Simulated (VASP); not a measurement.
# GaAs (F-43m) in VASP: further runs

One crystal, GaAs, is run at these levels: PBE; tasks: single point.

Program: VASP 6.6.1. These are calculated values, not measurements. Logs are shortened: lines on timing, memory, paths and dates and some standing lists are left out, and cuts for length are marked.

## 1. Starting point

It takes space group F-43m (No. 216, cubic). Conventional cell: a = 5.654 Å, b = 5.654 Å, c = 5.654 Å, α = 90.00°, β = 90.00°, γ = 90.00°. As (site symmetry -43m) is surrounded by 4 Ga at 2.45 Å. Ga (site symmetry -43m) has 4 As at 2.45 Å as nearest neighbours.

## 2. Single point, PBE, spin-orbit coupling, no magnetisation

INCAR

```
SYSTEM = GaAs
PREC = Accurate
ENCUT = 600
EDIFF = 1E-7
ISMEAR = 0
SIGMA = 0.02
LREAL = .FALSE.
LASPH = .TRUE.
NELM = 100
ALGO = Normal
ISIF = 2
LWAVE = .FALSE.
LCHARG = .FALSE.
MAGMOM = 0 0 0 0 0 0
LORBIT = 11
LSORBIT = .TRUE.
GGA_COMPAT = .FALSE.
GGA = PE
NBANDS = 34
```

KPOINTS

```
regular mesh
0
G
  5 5 5
  0 0 0
```

POSCAR

```
GaAs
1.0
    0.0000000000      2.8268500000      2.8268500000
    2.8268500000      0.0000000000      2.8268500000
    2.8268500000      2.8268500000      0.0000000000
As Ga
1 1
Direct
    0.7500000000      0.7500000000      0.7500000000
    0.0000000000      0.0000000000      0.0000000000
```

Potentials or basis: VASP PAW PBE potentials, release 64 (As, Ga_d).

The run is started by

```console
> cat potpaw_PBE.64/As/POTCAR potpaw_PBE.64/Ga_d/POTCAR > POTCAR
> mpirun -np 1 vasp_ncl > vasp.out
```

OUTCAR:

```text
SYSTEM = GaAs
   PREC = Accurate
   ENCUT = 600
   EDIFF = 1E-7
   ISMEAR = 0
   LREAL = .FALSE.
   LASPH = .TRUE.
   NELM = 100
   ISIF = 2
   LORBIT = 11
   LSORBIT = .TRUE.
   GGA = PE

 Found     14 irreducible k-points:

 Following reciprocal coordinates:
            Coordinates               Weight
  0.000000  0.000000  0.000000      1.000000
  0.200000  0.000000  0.000000      4.000000
 -0.200000  0.000000  0.000000      4.000000
  0.400000  0.000000  0.000000      4.000000
 -0.400000  0.000000  0.000000      4.000000
  0.200000  0.200000  0.000000      6.000000
   k-points           NKPTS =     14   k-points in BZ     NKDIM =     14   number of bands    NBANDS=     34
   number of dos      NEDOS =    301   number of ions     NIONS =      2
   total plane-waves  NPLWV =  32768
   dimension x,y,z NGX =    32 NGY =   32 NGZ =   32
   dimension x,y,z NGXF=    64 NGYF=   64 NGZF=   64
   ions per type =               1   1
   NGX,Y,Z   is equivalent  to a cutoff of  13.31, 13.31, 13.31 a.u.
   NGXF,Y,Z  is equivalent  to a cutoff of  26.61, 26.61, 26.61 a.u.
 SYSTEM =  GaAs
   PREC   = accura    normal or accurate (medium, high low for compatibility)
   ISTART =      0    job   : 0-new  1-cont  2-samecut
   ICHARG =      2    charge: 1-file 2-atom 10-const
   ISPIN  =      1    spin polarized calculation?
   LNONCOLLINEAR =      T non collinear calculations
   LSORBIT =      T    spin-orbit coupling
   LASPH  =      T    aspherical Exc in radial PAW
   ENCUT  =  600.0 eV  44.10 Ry    6.64 a.u.   7.98  7.98  7.98*2*pi/ulx,y,z
   NELM   =    100;   NELMIN=  2; NELMDL= -5     # of ELM steps
   EDIFF  = 0.1E-06   stopping-criterion for ELM
   LREAL  =      F    real-space projection
   EDIFFG = 0.1E-05   stopping-criterion for IOM
   NSW    =      0    number of steps for IOM
   IBRION =     -1    ionic relax: 0-MD 1-quasi-New 2-CG
   NFREE  =      0    steps in history (QN), initial steepest desc. (CG)
   ISIF   =      2    stress and relaxation
   ISYM   =      2    0-nonsym 1-usesym 2-fastsym
   POTIM  = 0.5000    time-step for ionic-motion
   TEBEG  =    0.0;   TEEND  =   0.0 temperature during run
   PSTRESS=    0.0 pullay stress
   NELECT =      18.0000    total number of electrons
   NUPDOWN=      -1.0000    fix difference up-down
   EMIN   =  10.00;   EMAX   =-10.00  energy-range for DOS
   EFERMI =   0.00;   METHOD = LEGACY
   ISMEAR =     0;   SIGMA  =   0.02  broadening in eV -4-tet -1-fermi 0-gaus
   EFERMI_NEDOS =   21; number of points for ismear=-14 and -15
   IALGO  =     38    algorithm
   IMIX   =      4    mixing-type and parameters
     AMIX     =   0.40;   BMIX     =  1.00
     AMIX_MAG =   1.60;   BMIX_MAG =  1.00
  volume/ion in A,a.u.               =      22.59       152.44
  Fermi-wavevector in a.u.,A,eV,Ry     =   1.204628  2.276417 19.743799  1.451128
  Thomas-Fermi vector in A             =   2.340347
   LORBIT       =     11    0 simple, 1 ext, 2 COOP (PROOUT), +10 PAW based schemes
   GGA     = PE    functional components
   LHFCALC =     F    Hartree Fock is set to
   AEXX    =    0.0000 exact exchange contribution
   IVDW    =     0    specifies the selected vdW correction
   LEPSILON=     F    determine dielectric tensor
   LRPA    =     F    only Hartree local field effects (RPA)
 Gauss-broadening in eV      SIGMA  =   0.02
  energy-cutoff  :      600.00
  volume of cell :       45.18
 maximum number of plane-waves:      3048
   NGX = 15   NGY = 15   NGZ = 15

 number of electron      18.0000000 magnetization       0.0000000      0.0000000      0.0000000

 number of electron      18.0000011 magnetization      -0.0000000     -0.0000000     -0.0000000

 number of electron      18.0000011 magnetization       0.0000000      0.0000000     -0.0000000

 number of electron      18.0000011 magnetization       0.0000000     -0.0000000     -0.0000000

 Free energy of the ion-electron system (eV)
  ---------------------------------------------------
  ext. energy  EPLUGINS =         0.00000000
  ---------------------------------------------------
  free energy    TOTEN  =        -8.20623994 eV

  energy without entropy =       -8.20623994  energy(sigma->0) =       -8.20623994

 E-fermi :   4.1961     XC(G=0):  -9.5768

 val. band max:        4.0608583622   @ k =   0.0000   0.0000   0.0000
 cond. band min:       4.4681946829   @ k =   0.0000   0.0000   0.0000
 fundamental gap:      0.4073363206
 Fermi energy:         4.1960744535

 k-point     1 :       0.0000    0.0000    0.0000
  band No.  band energies     occupation
      1     -11.1253      1.00000
      2     -11.1253      1.00000
      3     -11.1253      1.00000
      4     -11.1253      1.00000
      5     -10.7005      1.00000
      6     -10.7005      1.00000
[... 22 lines left out ...]
     29      14.0629      0.00000
     30      14.0629      0.00000

 k-point     2 :       0.2000    0.0000    0.0000
  band No.  band energies     occupation
      1     -11.1331      1.00000
      2     -11.1331      1.00000
      3     -11.1265      1.00000
      4     -11.1204      1.00000
      5     -10.7055      1.00000
      6     -10.7055      1.00000
[... 22 lines left out ...]
     29      12.9042      0.00000
     30      12.9056      0.00000

 k-point     3 :      -0.2000    0.0000    0.0000
  band No.  band energies     occupation
      1     -11.1331      1.00000
      2     -11.1331      1.00000
      3     -11.1265      1.00000
      4     -11.1204      1.00000
      5     -10.7055      1.00000
      6     -10.7055      1.00000
[... 22 lines left out ...]
     29      12.9042      0.00000
     30      12.9056      0.00000

 k-point     4 :       0.4000    0.0000    0.0000
  band No.  band energies     occupation
      1     -11.1466      1.00000
      2     -11.1466      1.00000
      3     -11.1228      1.00000
      4     -11.1191      1.00000
      5     -10.7102      1.00000
      6     -10.7102      1.00000
[... 22 lines left out ...]
     29      14.4663      0.00000
     30      14.4663      0.00000

 k-point     5 :      -0.4000    0.0000    0.0000
  band No.  band energies     occupation
      1     -11.1466      1.00000
      2     -11.1466      1.00000
      3     -11.1228      1.00000
      4     -11.1191      1.00000
      5     -10.7102      1.00000
      6     -10.7102      1.00000
[... 22 lines left out ...]
     29      14.4663      0.00000
     30      14.4663      0.00000

 k-point     6 :       0.2000    0.2000    0.0000
  band No.  band energies     occupation
      1     -11.1407      1.00000
      2     -11.1407      1.00000
      3     -11.1173      1.00000
      4     -11.1173      1.00000
      5     -10.7094      1.00000
      6     -10.7094      1.00000
[... 22 lines left out ...]
     29      14.2799      0.00000
     30      14.2799      0.00000

 [... further k-points ...]

 [bands above 30 left out]

------------------------ aborting loop because EDIFF is reached ----------------------------------------

  FORCE on cell =-STRESS in cart. coord.  units (eV):
  Direction    XX          YY          ZZ          XY          YZ          ZX
  --------------------------------------------------------------------------------------
  -------------------------------------------------------------------------------------
  Total        0.9763966      0.9763966      0.9763966      0.0000000     -0.0000000      0.0000000
  in kB       34.6257005     34.6257005     34.6257005      0.0000000     -0.0000000      0.0000000
  external PRESSURE =      34.6257005 kB  Pullay stress =       0.0000000 kB

 VOLUME and BASIS-vectors are now :
 -----------------------------------------------------------------------------
  energy-cutoff  :      600.00
  volume of cell :       45.18
      direct lattice vectors                 reciprocal lattice vectors
     0.000000000  2.826850000  2.826850000    -0.176875321  0.176875321  0.176875321
     2.826850000  0.000000000  2.826850000     0.176875321 -0.176875321  0.176875321
     2.826850000  2.826850000  0.000000000     0.176875321  0.176875321 -0.176875321

 POSITION                                       TOTAL-FORCE (eV/Angst)
 -----------------------------------------------------------------------------------
      4.24027      4.24027      4.24027        -0.000000      0.000000     -0.000000
      0.00000      0.00000      0.00000         0.000000     -0.000000      0.000000
 -----------------------------------------------------------------------------------
    total drift:                               -0.000000     -0.000000     -0.000000

  FREE ENERGIE OF THE ION-ELECTRON SYSTEM (eV)
  ---------------------------------------------------
  free  energy   TOTEN  =        -8.2062399431 eV

  energy  without entropy=       -8.2062399431  energy(sigma->0) =       -8.20623994

 Spin-Orbit-Coupling matrix elements

 Ion:    1  E_soc:     -0.0238612
 l=   1
     0.0000000    -0.0039690    -0.0039690
    -0.0039690     0.0000000    -0.0039690
    -0.0039690    -0.0039690     0.0000000
 l=   2
     0.0000000    -0.0000042     0.0000000    -0.0000042    -0.0000037
    -0.0000042     0.0000000    -0.0000028    -0.0000042    -0.0000009
     0.0000000    -0.0000028     0.0000000    -0.0000028     0.0000000
    -0.0000042    -0.0000042    -0.0000028     0.0000000    -0.0000009
    -0.0000037    -0.0000009     0.0000000    -0.0000009     0.0000000
 l=   3
     0.0000000     0.0000000     0.0000000     0.0000000     0.0000000     0.0000000     0.0000000
     0.0000000     0.0000000     0.0000000     0.0000000     0.0000000     0.0000000     0.0000000
     0.0000000     0.0000000     0.0000000     0.0000000     0.0000000     0.0000000     0.0000000
     0.0000000     0.0000000     0.0000000     0.0000000     0.0000000     0.0000000     0.0000000
     0.0000000     0.0000000     0.0000000     0.0000000     0.0000000     0.0000000     0.0000000
     0.0000000     0.0000000     0.0000000     0.0000000     0.0000000     0.0000000     0.0000000
     0.0000000     0.0000000     0.0000000     0.0000000     0.0000000     0.0000000     0.0000000

 Ion:    2  E_soc:     -0.0118599
 l=   1
     0.0000000    -0.0011429    -0.0011429
    -0.0011429     0.0000000    -0.0011429
    -0.0011429    -0.0011429     0.0000000
 l=   2
     0.0000000    -0.0001669     0.0000000    -0.0001669    -0.0006669
    -0.0001669     0.0000000    -0.0005002    -0.0001669    -0.0001667
     0.0000000    -0.0005002     0.0000000    -0.0005002     0.0000000
    -0.0001669    -0.0001669    -0.0005002     0.0000000    -0.0001667
    -0.0006669    -0.0001667     0.0000000    -0.0001667     0.0000000
 l=   3
     0.0000000     0.0000000     0.0000000     0.0000000     0.0000000     0.0000000     0.0000000
     0.0000000     0.0000000     0.0000000     0.0000000     0.0000000     0.0000000     0.0000000
     0.0000000     0.0000000     0.0000000     0.0000000     0.0000000     0.0000000     0.0000000
     0.0000000     0.0000000     0.0000000     0.0000000     0.0000000     0.0000000     0.0000000
     0.0000000     0.0000000     0.0000000     0.0000000     0.0000000     0.0000000     0.0000000
     0.0000000     0.0000000     0.0000000     0.0000000     0.0000000     0.0000000     0.0000000
     0.0000000     0.0000000     0.0000000     0.0000000     0.0000000     0.0000000     0.0000000

 total charge

# of ion       s       p       d       tot
------------------------------------------
    1        1.202   1.613   0.031   2.845
    2        0.873   0.807   9.996  11.676
--------------------------------------------------
tot          2.076   2.420  10.026  14.522

 magnetization (x)

# of ion       s       p       d       tot
------------------------------------------
    1       -0.000   0.000   0.000   0.000
    2        0.000  -0.000   0.000  -0.000
--------------------------------------------------
tot         -0.000   0.000   0.000   0.000

 magnetization (y)

# of ion       s       p       d       tot
------------------------------------------
    1       -0.000   0.000   0.000   0.000
    2        0.000  -0.000   0.000  -0.000
--------------------------------------------------
tot         -0.000   0.000   0.000  -0.000

 magnetization (z)

# of ion       s       p       d       tot
------------------------------------------
    1       -0.000   0.000  -0.000   0.000
    2        0.000  -0.000   0.000  -0.000
--------------------------------------------------
tot         -0.000  -0.000  -0.000  -0.000
```

Wall time 37 s (1 thread of Intel Xeon Platinum 8559C (Emerald Rapids), shared host); peak memory 0.31 GiB.

These settings aren't checked as converged: the numbers below hold their error.

Results:

```yaml
Free_energy: -8.2062 eV
Pressure: 3.5 GPa
Valence_electrons_inside_the_program's_atomic_spheres: As 2.85; Ga 11.68
```

Caveat: the k mesh is coarse (spacing up to 0.38 Å⁻¹), so the values aren't converged.

## 3. Single point, PBE, spin-orbit coupling, no magnetisation

INCAR: that of step 2 with these lines changed.

```diff
@@ -2,4 +2,4 @@
 PREC = Accurate
-ENCUT = 600
-EDIFF = 1E-7
+ENCUT = 350
+EDIFF = 0.001
 ISMEAR = 0
```

KPOINTS

```
regular mesh
0
G
  7 7 7
  0 0 0
```

POSCAR is that of step 2.

Potentials or basis: VASP PAW PBE potentials, release 64 (As, Ga_d).

The run is started by

```console
> cat potpaw_PBE.64/As/POTCAR potpaw_PBE.64/Ga_d/POTCAR > POTCAR
> mpirun -np 1 vasp_ncl > vasp.out
```

OUTCAR:

```text
SYSTEM = GaAs
   PREC = Accurate
   ENCUT = 350
   EDIFF = 0.001
   ISMEAR = 0
   LREAL = .FALSE.
   LASPH = .TRUE.
   NELM = 100
   ISIF = 2
   LORBIT = 11
   LSORBIT = .TRUE.
   GGA = PE

 Found     30 irreducible k-points:

 Following reciprocal coordinates:
            Coordinates               Weight
  0.000000  0.000000  0.000000      1.000000
  0.142857  0.000000  0.000000      4.000000
 -0.142857  0.000000  0.000000      4.000000
  0.285714  0.000000  0.000000      4.000000
 -0.285714  0.000000  0.000000      4.000000
  0.428571  0.000000  0.000000      4.000000
   k-points           NKPTS =     30   k-points in BZ     NKDIM =     30   number of bands    NBANDS=     34
   number of dos      NEDOS =    301   number of ions     NIONS =      2
   total plane-waves  NPLWV =  13824
   dimension x,y,z NGX =    24 NGY =   24 NGZ =   24
   dimension x,y,z NGXF=    48 NGYF=   48 NGZF=   48
   ions per type =               1   1
   NGX,Y,Z   is equivalent  to a cutoff of   9.98,  9.98,  9.98 a.u.
   NGXF,Y,Z  is equivalent  to a cutoff of  19.96, 19.96, 19.96 a.u.
 SYSTEM =  GaAs
   PREC   = accura    normal or accurate (medium, high low for compatibility)
   ISTART =      0    job   : 0-new  1-cont  2-samecut
   ICHARG =      2    charge: 1-file 2-atom 10-const
   ISPIN  =      1    spin polarized calculation?
   LNONCOLLINEAR =      T non collinear calculations
   LSORBIT =      T    spin-orbit coupling
[... 316 lines left out ...]
     0.0000000     0.0000000     0.0000000     0.0000000     0.0000000     0.0000000     0.0000000
     0.0000000     0.0000000     0.0000000     0.0000000     0.0000000     0.0000000     0.0000000
     0.0000000     0.0000000     0.0000000     0.0000000     0.0000000     0.0000000     0.0000000

 Ion:    2  E_soc:     -0.0119386
 l=   1
     0.0000000    -0.0011582    -0.0011582
    -0.0011582     0.0000000    -0.0011582
    -0.0011582    -0.0011582     0.0000000
 l=   2
     0.0000000    -0.0001656     0.0000000    -0.0001656    -0.0006660
    -0.0001656     0.0000000    -0.0004995    -0.0001656    -0.0001665
     0.0000000    -0.0004995     0.0000000    -0.0004995     0.0000000
    -0.0001656    -0.0001656    -0.0004995     0.0000000    -0.0001665
    -0.0006660    -0.0001665     0.0000000    -0.0001665     0.0000000
 l=   3
     0.0000000     0.0000000     0.0000000     0.0000000     0.0000000     0.0000000     0.0000000
     0.0000000     0.0000000     0.0000000     0.0000000     0.0000000     0.0000000     0.0000000
     0.0000000     0.0000000     0.0000000     0.0000000     0.0000000     0.0000000     0.0000000
     0.0000000     0.0000000     0.0000000     0.0000000     0.0000000     0.0000000     0.0000000
     0.0000000     0.0000000     0.0000000     0.0000000     0.0000000     0.0000000     0.0000000
     0.0000000     0.0000000     0.0000000     0.0000000     0.0000000     0.0000000     0.0000000
     0.0000000     0.0000000     0.0000000     0.0000000     0.0000000     0.0000000     0.0000000

 total charge

# of ion       s       p       d       tot
------------------------------------------
    1        1.208   1.601   0.031   2.840
    2        0.881   0.804   9.993  11.678
--------------------------------------------------
tot          2.089   2.405  10.025  14.519

 magnetization (x)

# of ion       s       p       d       tot
------------------------------------------
    1       -0.000   0.000  -0.000  -0.000
    2        0.000  -0.000  -0.000  -0.000
--------------------------------------------------
tot         -0.000  -0.000  -0.000  -0.000

 magnetization (y)

# of ion       s       p       d       tot
------------------------------------------
    1       -0.000   0.000   0.000  -0.000
    2        0.000   0.000   0.000   0.000
--------------------------------------------------
tot         -0.000   0.000   0.000   0.000

 magnetization (z)

# of ion       s       p       d       tot
------------------------------------------
    1        0.000   0.000  -0.000   0.000
    2        0.000   0.000  -0.000   0.000
--------------------------------------------------
tot          0.000   0.000  -0.000   0.000
```

OSZICAR:

```text
N       E                     dE             d eps       ncg     rms          rms(c)
DAV:   1     0.111824484133E+03    0.11182E+03   -0.64133E+03  2272   0.120E+03
DAV:   2     0.695737318203E+01   -0.10487E+03   -0.98268E+02  2096   0.327E+02
DAV:   3    -0.795481742343E+01   -0.14912E+02   -0.14692E+02  2522   0.941E+01
DAV:   4    -0.841269313436E+01   -0.45788E+00   -0.45692E+00  2302   0.180E+01
DAV:   5    -0.841970258009E+01   -0.70094E-02   -0.70070E-02  2518   0.222E+00    0.292E+00
DAV:   6    -0.827567993086E+01    0.14402E+00   -0.15633E-01  2890   0.739E+00    0.170E+00
DAV:   7    -0.825709881985E+01    0.18581E-01   -0.86115E-02  2374   0.197E+00    0.583E-01
DAV:   8    -0.825821195649E+01   -0.11131E-02   -0.14394E-02  2394   0.162E+00    0.136E-01
DAV:   9    -0.825847311493E+01   -0.26116E-03   -0.18036E-03  2296   0.767E-01
   1 F= -.82584731E+01 E0= -.82584731E+01  d E =-.460916E-29  mag=    -0.0000     0.0000    -0.0000
```

Run time: 18 s. Hardware: 1 thread of Intel Xeon Platinum 8559C (Emerald Rapids), shared host; peak memory 0.21 GiB.

These settings aren't checked as converged: the numbers below hold their error.

What came out:

```
Free energy                                           : -8.2585 eV
Pressure                                              : 3.6 GPa
Valence electrons inside the program's atomic spheres : As 2.84; Ga 11.68
```

Caveat: the cutoff is under 1.25 times the usual one of these potentials, so pressure, stress and relaxed cells hold a basis-set (Pulay) error.

## 4. Single point, PBE, spin-orbit coupling, no magnetisation

INCAR: that of step 3 with these lines changed.

```diff
@@ -3,3 +3,3 @@
 ENCUT = 350
-EDIFF = 0.001
+EDIFF = 1E-5
 ISMEAR = 0
```

KPOINTS is that of step 3.

POSCAR is that of step 3.

The run is started by

```console
> cat potpaw_PBE.64/As/POTCAR potpaw_PBE.64/Ga_d/POTCAR > POTCAR
> mpirun -np 1 vasp_ncl > vasp.out
```

It took 30 s on 1 thread of Intel Xeon Platinum 8559C (Emerald Rapids), shared host; peak memory 0.21 GiB.

The run converged, but some of its settings lie outside the range that counts as converged, so its numbers aren't taken as properties of the crystal.

What came out:

- Free energy: -8.2586 eV
- Pressure: 3.3 GPa
- Valence electrons inside the program's atomic spheres: As 2.84; Ga 11.68

Caveat: the cutoff is under 1.25 times the usual one of these potentials, so pressure, stress and relaxed cells hold a basis-set (Pulay) error.

## 5. The reference run

An earlier run on the cell as given: functional PBEsol; potentials or basis VASP PAW PBE potentials, release 64 (As, Ga_d); cutoff 520 eV; k mesh 8 × 8 × 8; occupations fermi-dirac, width 0.05 eV; no spin polarisation.

- Pressure: 0.3 GPa
- Band gap on the k mesh: 0.46 eV, direct
